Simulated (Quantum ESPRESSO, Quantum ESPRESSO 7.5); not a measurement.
## blue phosphorene, 3 layers, AB stacking, stepped through the field along the normal

Wanted: a table for blue phosphorene, 3 layers, AB stacking against the field along the normal, and what can be fitted to it.

Main program and level: Quantum ESPRESSO 7.5; plane-wave DFT, PBE, GBRV ultrasoft pseudopotentials (geometry by pw.x at PBE-D3(BJ), GBRV ultrasoft).

### Step 1. The starting structure

The cell holds 6 atoms: 6 P. Its edges and angles: a = 3.280 Å, b = 3.280 Å, c = 27.120 Å, α = 90.0°, β = 90.0°, γ = 120.0°. It derives from P. Vacuum lies along c.

Set-up: Cell and atoms are relaxed without a field with a D3(BJ) correction and then held. Sawtooth field with dipole correction, 17 Å of vacuum in the starting cell, Fermi-Dirac smearing of 0.002 Ry; bands along a path at each field.

Members -0.05, 0.1, -0.1, 0.2, -0.2, 0.3 and -0.3 took the same steps and show in the table alone.

### Step 2. Relaxing cell and ions of the reference

What the set-up leaves free in this member is relaxed.

ref.relax.in reads:

```
&control
  prefix = 'ref.relax'
  outdir = './out'
  pseudo_dir = './pseudo'
  nstep = 80
  forc_conv_thr = 0.0004
  calculation = 'vc-relax'
  etot_conv_thr = 1e-06
/
&system
  ibrav = 0
  nat = 6
  ntyp = 1
  ecutwfc = 50
  ecutrho = 250
  vdw_corr = 'grimme-d3'
  dftd3_version = 4
  occupations = 'smearing'
  smearing = 'fd'
  degauss = 0.004
/
&electrons
  conv_thr = 1e-09
  mixing_beta = 0.4
  electron_maxstep = 120
  mixing_mode = 'plain'
/
&ions
/
&cell
  cell_dofree = '2Dxy'
  press_conv_thr = 0.3
/
ATOMIC_SPECIES
  P   30.9738  p_pbe_v1.5.uspp.F.UPF
CELL_PARAMETERS angstrom
  3.28000000000000 0.00000000000000 0.00000000000000
  -1.64000000000000 2.84056332441296 0.00000000000000
  0.00000000000000 0.00000000000000 27.12000000000000
ATOMIC_POSITIONS crystal
  P   0.666666666700 0.333333333300 0.313421828909
  P   0.333333333300 0.666666666700 0.359144542773
  P   0.000000000000 0.000000000000 0.477138643068
  P   0.666666666700 0.333333333300 0.522861356932
  P   0.666666666700 0.333333333300 0.640855457227
  P   0.333333333300 0.666666666700 0.686578171091
K_POINTS automatic
  12 12 1 0 0 0
```

Command:

```bash
> OMP_NUM_THREADS=1 mpirun -n 4 pw.x -nk 4 -in ref.relax.in > ref.relax.out
```

The program printed:

```text
Program PWSCF v.7.5 starts
[citation notice left out]

     Parallel version (MPI & OpenMP), running on       4 processor cores
     Number of MPI processes:                 4
     Threads/MPI process:                     1

     MPI processes distributed on     1 nodes
[...]
Current dimensions of program PWSCF are:
     Max number of different atomic species (ntypx) = 10
     Max number of k-points (npk) =  40000
     Max angular momentum in pseudopotentials (lmaxx) =  4
     Message from routine setup:
     using ibrav=0 with symmetry is DISCOURAGED, use correct ibrav instead

     K-points division:     npool     =       4
     Subspace diagonalization in iterative solution of the eigenvalue problem:
     a serial algorithm will be used

     G-vector sticks info
     --------------------
     sticks:   dense  smooth     PW     G-vecs:    dense   smooth      PW
     Sum         661     517    163               113981    81135   13429

     Using Slab Decomposition

     bravais-lattice index     =            0
     lattice parameter (alat)  =       6.1983  a.u.
     unit-cell volume          =    1705.1579 (a.u.)^3
     number of atoms/cell      =            6
     number of atomic types    =            1
     number of electrons       =        30.00
     number of Kohn-Sham states=           19
     kinetic-energy cutoff     =      50.0000  Ry
     charge density cutoff     =     250.0000  Ry
     scf convergence threshold =      1.0E-09
     mixing beta               =       0.4000
     number of iterations used =            8  plain     mixing
     energy convergence thresh.=      1.0E-06
     force convergence thresh. =      4.0E-04
     press convergence thresh. =      3.0E-01
     Exchange-correlation=  SLA  PW   PBX  PBC
                           (   1   4   3   4   0   0   0)
     nstep                     =           80

     celldm(1)=   6.198302  celldm(2)=   0.000000  celldm(3)=   0.000000
     celldm(4)=   0.000000  celldm(5)=   0.000000  celldm(6)=   0.000000

     crystal axes: (cart. coord. in units of alat)
               a(1) = (   1.000000   0.000000   0.000000 )
               a(2) = (  -0.500000   0.866025   0.000000 )
               a(3) = (   0.000000   0.000000   8.268293 )

     reciprocal axes: (cart. coord. in units 2 pi/alat)
               b(1) = (  1.000000  0.577350 -0.000000 )
               b(2) = (  0.000000  1.154701  0.000000 )
               b(3) = (  0.000000 -0.000000  0.120944 )

     PseudoPot. # 1 for P  read from file:
     ./pseudo/p_pbe_v1.5.uspp.F.UPF
     Pseudo is Ultrasoft + core correction, Zval =  5.0
     Generated by new atomic code, or converted to UPF format
     Using radial grid of  903 points,  6 beta functions with:
                l(1) =   0
                l(2) =   0
                l(3) =   1
                l(4) =   1
                l(5) =   2
                l(6) =   2
     Q(r) pseudized with  8 coefficients,  rinner =    1.300   1.300   1.300
                                                       1.300   1.300

     atomic species   valence    mass     pseudopotential
     P                 5.00    30.97380     P ( 1.00)

      6 Sym. Ops. (no inversion) found

   Cartesian axes

     site n.     atom                  positions (alat units)
         1        P      tau(   1) = (   0.5000000   0.2886751   2.5914634  )
         2        P      tau(   2) = (  -0.0000000   0.5773503   2.9695122  )
         3        P      tau(   3) = (   0.0000000   0.0000000   3.9451220  )
         4        P      tau(   4) = (   0.5000000   0.2886751   4.3231707  )
         5        P      tau(   5) = (   0.5000000   0.2886751   5.2987805  )
         6        P      tau(   6) = (  -0.0000000   0.5773503   5.6768293  )

     --------------------------------------------
     DFT-D3 Dispersion Correction (3-body terms):
     --------------------------------------------
       Reference C6 values for interpolation:

         atom   Coordination number   C6
         P          0.000           383.38
         P          0.995           361.25
         P          2.010           351.11
         P          2.986           303.38

       Values used:

         atom   Coordination number  R0_AB[au]  C6      C8
         P          3.974            3.309    303.38  16807.04
         P          4.078            3.309    303.38  16807.03
         P          4.087            3.309    303.38  16807.03
         P          4.210            3.309    303.38  16807.02
         P          4.201            3.309    303.38  16807.02
         P          3.974            3.309    303.38  16807.04

         Molecular C6 ( Ry / a.u.^6 ) =     10921.59

     number of k points=    19  Fermi-Dirac smearing, width (Ry)=  0.0040
                       cart. coord. in units 2pi/alat
        k(    1) = (   0.0000000   0.0000000   0.0000000), wk =   0.0138889
        k(    2) = (   0.0000000   0.0962250   0.0000000), wk =   0.0833333
        k(    3) = (   0.0000000   0.1924501   0.0000000), wk =   0.0833333
        k(    4) = (   0.0000000   0.2886751   0.0000000), wk =   0.0833333
        k(    5) = (   0.0000000   0.3849002   0.0000000), wk =   0.0833333
        k(    6) = (   0.0000000   0.4811252   0.0000000), wk =   0.0833333
        k(    7) = (   0.0000000  -0.5773503   0.0000000), wk =   0.0416667
        k(    8) = (   0.0833333   0.1443376   0.0000000), wk =   0.0833333
        k(    9) = (   0.0833333   0.2405626   0.0000000), wk =   0.1666667
        k(   10) = (   0.0833333   0.3367877   0.0000000), wk =   0.1666667
[...]
k(   19) = (   0.3333333   0.5773503   0.0000000), wk =   0.0277778

     Dense  grid:   113981 G-vectors     FFT dimensions: (  32,  32, 270)

     Smooth grid:    81135 G-vectors     FFT dimensions: (  27,  27, 240)

     Estimated max dynamical RAM per process >     191.87 MB

     Estimated total dynamical RAM >     684.01 MB

     Initial potential from superposition of free atoms

     starting charge      29.9990, renormalised to      30.0000

     negative rho (up, down):  6.071E-05 0.000E+00
     Starting wfcs are   24 randomized atomic wfcs

     total cpu time spent up to now is        1.4 secs

     per-process dynamical memory:    98.1 Mb

     Self-consistent Calculation

     iteration #  1     ecut=    50.00 Ry     beta= 0.40
     Davidson diagonalization with overlap
     ethr =  1.00E-02,  avg # of iterations =  2.7

     Threshold (ethr) on eigenvalues was too large:
     Diagonalizing with lowered threshold

     Davidson diagonalization with overlap
[...]
Cell gradient error     =      2.8E+00 kbar

     number of scf cycles    =   3
     number of bfgs steps    =   2

     enthalpy           old  =     -93.1987470384 Ry
     enthalpy           new  =     -93.1992424926 Ry

     CASE: enthalpy          _new < enthalpy          _old

     new trust radius        =       0.0263617377 bohr
     new conv_thr            =       0.0000000002 Ry

     new unit-cell volume =   1690.89803 a.u.^3 (   250.56524 Ang^3 )
     density =      1.23161 g/cm^3

CELL_PARAMETERS (angstrom)
   3.266256227  -0.000000000   0.000000000
  -1.633128113   2.828660868   0.000000000
   0.000000000   0.000000000  27.120000000

ATOMIC_POSITIONS (crystal)
P                0.6666666667        0.3333333333        0.3134921556
P                0.3333333333        0.6666666667        0.3590489165
P                0.0000000000        0.0000000000        0.4766370043
P                0.6666666667        0.3333333333        0.5216923077
P                0.6666666667        0.3333333333        0.6419240899
P                0.3333333333        0.6666666667        0.6872055260

[...]
NEW-OLD atomic charge density approx. for the potential
     New effective cutoffs (rho, wfc):  251.95   50.41

     negative rho (up, down):  9.619E-05 0.000E+00

     total cpu time spent up to now is       99.4 secs

     per-process dynamical memory:   103.6 Mb

[...]
!    total energy              =     -93.19991801 Ry
[...]
Total force =     0.018191     Total SCF correction =     0.000030
[...]
number of bfgs steps    =   3
[...]
new trust radius        =       0.0395426066 bohr
[...]
!    total energy              =     -93.20079399 Ry
[...]
Total force =     0.021484     Total SCF correction =     0.000053
[...]
number of bfgs steps    =   4
[...]
new trust radius        =       0.0593139099 bohr
[...]
!    total energy              =     -93.20176349 Ry
[...]
Total force =     0.022321     Total SCF correction =     0.000012
[...]
number of bfgs steps    =   5
[...]
new trust radius        =       0.0889708649 bohr
[...]
!    total energy              =     -93.20272215 Ry
[...]
Total force =     0.016658     Total SCF correction =     0.000053
[...]
number of bfgs steps    =   6
[...]
new trust radius        =       0.0743598412 bohr
[...]
!    total energy              =     -93.20341223 Ry
[...]
Total force =     0.007323     Total SCF correction =     0.000027
[...]
!    total energy              =     -93.20630336 Ry
[...]
Total force =     0.002660     Total SCF correction =     0.000021
[...]
number of bfgs steps    =  21
[...]
new trust radius        =       0.1843462354 bohr
[...]
Self-consistent Calculation

     iteration #  1     ecut=    50.00 Ry     beta= 0.40
     Davidson diagonalization with overlap
     ethr =  1.00E-06,  avg # of iterations = 14.7

     negative rho (up, down):  8.670E-05 0.000E+00

     total cpu time spent up to now is      728.8 secs

     total energy              =     -93.20630905 Ry
     estimated scf accuracy    <       0.00172062 Ry

[...]
iteration # 13     ecut=    50.00 Ry     beta= 0.40
[...]
negative rho (up, down):  8.457E-05 0.000E+00

[...]
End of self-consistent calculation

          k = 0.0000 0.0000 0.0000 ( 10033 PWs)   bands (ev):

   -14.7938 -14.7216 -14.7038  -7.4265  -6.9759  -6.5979  -1.7652  -0.9293
    -0.5014  -0.5014  -0.4917  -0.4917  -0.4669  -0.4669   0.1271   3.4790
     3.4790   3.5632   3.5632

          k = 0.0000 0.0972 0.0000 ( 10066 PWs)   bands (ev):

   -14.6789 -14.6070 -14.5893  -7.3381  -6.8942  -6.5231  -1.7009  -1.4195
    -1.3827  -1.3656  -0.8495  -0.7706  -0.7410  -0.7258   0.1730   3.1788
     3.2593   3.2967   3.8027

          k = 0.0000 0.1944 0.0000 ( 10100 PWs)   bands (ev):

   -14.3365 -14.2653 -14.2480  -7.1035  -6.6896  -6.3508  -3.0961  -3.0243
    -2.9936  -1.4469  -1.3339  -1.2901  -1.2810  -0.6771   0.2315   2.5070
     2.5707   2.6053   4.4287

          k = 0.0000 0.2916 0.0000 ( 10146 PWs)   bands (ev):

   -13.7745 -13.7047 -13.6882  -6.9287  -6.6333  -6.4272  -4.5899  -4.4058
    -4.2576  -1.9076  -1.8577  -1.8504  -1.1736  -0.5292   0.0948   1.7910
     1.8700   2.0096   4.3191

          k = 0.0000 0.3888 0.0000 ( 10184 PWs)   bands (ev):

   -13.0141 -12.9473 -12.9324  -7.5826  -7.4719  -7.4213  -4.9730  -4.6145
    -4.3214  -2.3633  -2.3106  -2.3038  -1.1806  -0.7475  -0.4077   1.2711
     1.5156   1.8147   3.2591

          k = 0.0000 0.4860 0.0000 ( 10214 PWs)   bands (ev):

   -12.1285 -12.0709 -12.0595  -8.8258  -8.7436  -8.7171  -4.3952  -4.0579
    -3.8022  -2.6499  -2.5960  -2.5893  -1.8119  -1.4019  -1.0713   1.2891
     1.5517   1.7394   2.5995

[...]
the Fermi energy is     0.7744 ev

!    total energy              =     -93.20653289 Ry
     estimated scf accuracy    <          3.5E-11 Ry
     smearing contrib. (-TS)   =      -0.00000138 Ry
     internal energy E=F+TS    =     -93.20653151 Ry

     The total energy is F=E-TS. E is the sum of the following terms:
     one-electron contribution =    -689.70169115 Ry
     hartree contribution      =     352.35398819 Ry
     xc contribution           =     -35.39737335 Ry
     ewald contribution        =     279.65595608 Ry
     DFT-D3 Dispersion         =      -0.11741129 Ry

     convergence has been achieved in  13 iterations

     negative rho (up, down):  8.457E-05 0.000E+00

     Forces acting on atoms (cartesian axes, Ry/au):

     atom    1 type  1   force =    -0.00000000   -0.00000000    0.00013436
     atom    2 type  1   force =     0.00000000    0.00000000   -0.00123116
     atom    3 type  1   force =     0.00000000    0.00000000    0.00102893
     atom    4 type  1   force =     0.00000000    0.00000000    0.00090511
     atom    5 type  1   force =     0.00000000    0.00000000   -0.00053446
     atom    6 type  1   force =     0.00000000    0.00000000   -0.00030279

     Total force =     0.001947     Total SCF correction =     0.000018

     Computing stress (Cartesian axis) and pressure

     negative rho (up, down):  8.457E-05 0.000E+00
          total   stress  (Ry/bohr**3)                   (kbar)     P=        1.82
   0.00001894  -0.00000000   0.00000000            2.79       -0.00        0.00
   0.00000000   0.00001894   0.00000000            0.00        2.79        0.00
   0.00000000   0.00000000  -0.00000070            0.00        0.00       -0.10

     Energy error            =      2.3E-04 Ry
     Gradient error          =      1.2E-03 Ry/Bohr
     Cell gradient error     =      2.8E+00 kbar

     number of scf cycles    =  23
     number of bfgs steps    =  22

     enthalpy           old  =     -93.2063033625 Ry
     enthalpy           new  =     -93.2065328852 Ry

     CASE: enthalpy          _new < enthalpy          _old

     new trust radius        =       0.0665291555 bohr
     new conv_thr            =            3.1E-11 Ry

     new unit-cell volume =   1673.91619 a.u.^3 (   248.04879 Ang^3 )
     density =      1.24411 g/cm^3

CELL_PARAMETERS (angstrom)
   3.249813177  -0.000000000   0.000000000
  -1.624906589   2.814420769   0.000000000
   0.000000000   0.000000000  27.120000000

ATOMIC_POSITIONS (crystal)
P                0.6666666667        0.3333333333        0.3009548847
P                0.3333333333        0.6666666667        0.3468417312
P                0.0000000000        0.0000000000        0.4680872305
P
```

Elapsed: 16 min, on 4 MPI ranks of Arm Neoverse V1, shared host; peak memory 0.9 GiB; 66 min of CPU time.

Step by step (22 of 29):

```
step  energy less that of the first step (eV)  largest force (eV/Å)  volume (Å³)
   1                                   0.0000                0.4108       252.68
   2                                  -0.0070                0.2592       252.16
   4                                  -0.0230                0.3363       250.57
   5                                  -0.0349                0.3993       249.18
   6                                  -0.0481                0.4003       247.48
   8                                  -0.0705                0.1262       245.24
   9                                  -0.0809                0.1471       245.88
  10                                  -0.0898                0.2366       247.58
  12                                  -0.0988                0.1354       250.65
  13                                  -0.0997                0.0430       250.82
  14                                  -0.1000                0.0422       250.61
  16                                  -0.1004                0.0586       250.21
  17                                  -0.1008                0.0632       250.00
  18                                  -0.1014                0.0659       249.74
  20                                  -0.1042                0.0653       248.97
  21                                  -0.1067                0.0595       248.45
  22                                  -0.1099                0.0465       247.92
  24                                  -0.1147                0.0222       248.05
  25                                  -0.1165                0.0138       248.81
  26                                  -0.1169                0.0083       249.01
  28                                  -0.1170                0.0009       248.82
  29                                  -0.1169                0.0009       248.82
```

```
cell as run  before  after  change
      a (Å)   3.280  3.255  -0.8 %
      b (Å)   3.280  3.255  -0.8 %
```

The atoms that moved most (Å, along periodic axes as changes of fractional coordinates times the final cell, across vacuum about the mean position):

```
atom     dx     dy      dz  length
  P6  0.000  0.000   0.517   0.517
  P5  0.000  0.000   0.512   0.512
  P1  0.000  0.000  -0.336   0.336
  P2  0.000  0.000  -0.333   0.333
  P3  0.000  0.000  -0.182   0.182
  P4  0.000  0.000  -0.179   0.179
```

The relaxed structure:

```xyz
6
Lattice="3.2549 0.0000 0.0000 -1.6274 2.8188 0.0000 0.0000 0.0000 27.1200" Properties=species:S:1:pos:R:3
P     1.6274    0.9396    8.1639
P     0.0000    1.8792    9.4070
P     0.0000    0.0000   12.7580
P     1.6274    0.9396   14.0011
P     1.6274    0.9396   17.8925
P     0.0000    1.8792   19.1374
```

 The last row is no step: it is a fresh SCF in the final cell with a new plane-wave basis, +0 meV from the row before.

This step gave:

* free energy: -1268.1435 eV
* Fermi energy: 0.7328 eV

(Continued in part 2 of 3.)

[Logs are printed without paths, hosts, clocks, repeated set-up lines and the standing remarks that a program may print on its own settings, such as how far it seeks lower states.]

[Hosts, paths, dates, database ids (printed as entryN), source tags and the programs' standing remarks are cut or masked in the printed files.]

[Maps of the electrostatic potential energy from Ansatz leave out the sawtooth potential of an applied field or a dipole correction, so their vacuum need not be flat; planar profiles and work functions include it.]
